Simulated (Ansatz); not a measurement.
A run of Ansatz 0.2.0:

File input.yaml:

```yaml
crystal:
  lattice:
    - [-1.9111067713, 1.9111067713, 4.2806687947]
    - [1.9111067713, -1.9111067713, 4.2806687947]
    - [1.9111067713, 1.9111067713, -4.2806687947]
  atoms:
    - { symbol: Ti, position: [0.0, 0.0, 0.0] }
    - { symbol: Al, position: [0.25, 0.75, 0.5] }
    - { symbol: Al, position: [0.75, 0.25, 0.5] }
    - { symbol: Al, position: [0.5, 0.5, 0.0] }
hamiltonian:
  xc: pbesol
  pseudopotentials: { kind: paw }
kpoints:
  mp_grid: { grid: [6, 6, 6] }
  band_path:
    path:
      - [[0.0, 0.0, 0.0], [0.0, 0.0, 0.5], [-0.0996590294, 0.0996590294, 0.5], [-0.2998295147, 0.2998295147, 0.2998295147], [0.0, 0.0, 0.0], [0.5, 0.5, -0.5], [0.2998295147, 0.7001704853, -0.2998295147], [0.0, 0.5, 0.0], [0.25, 0.25, 0.25], [0.5, 0.5, -0.0996590294], [0.5, 0.5, -0.5]]
      - [[0.0, 0.0, 0.5], [0.25, 0.25, 0.25]]
    npoints: 14
scf:
  occupations: { method: fermi_dirac, width: 0.05 }
  n_extra_bands: 10
output:
  forces: true
  stress: true
  eigenvalues: true
  fatbands: false
  write_density: true
  write_potential: true
  elf: true
  volumetric_format: npy
```

Potentials or basis: Ansatz PAW.

Launch:

```console
$ ansatz run input.yaml --threads 2 --pin off --max-ram 5632MiB --backend cpu --events-out ev --progress --plain --runs-dir out
```

Hardware: 2 threads of Arm Neoverse V1, on a shared host.

Task: Estimate the wall time of this run.

Result: Run time: 4.1 s on 2 threads of Arm Neoverse V1, with other jobs on the host, peak memory 0.38 GiB. Counts: scf iterations 6, plane waves 1203, k points 30, bands 21.
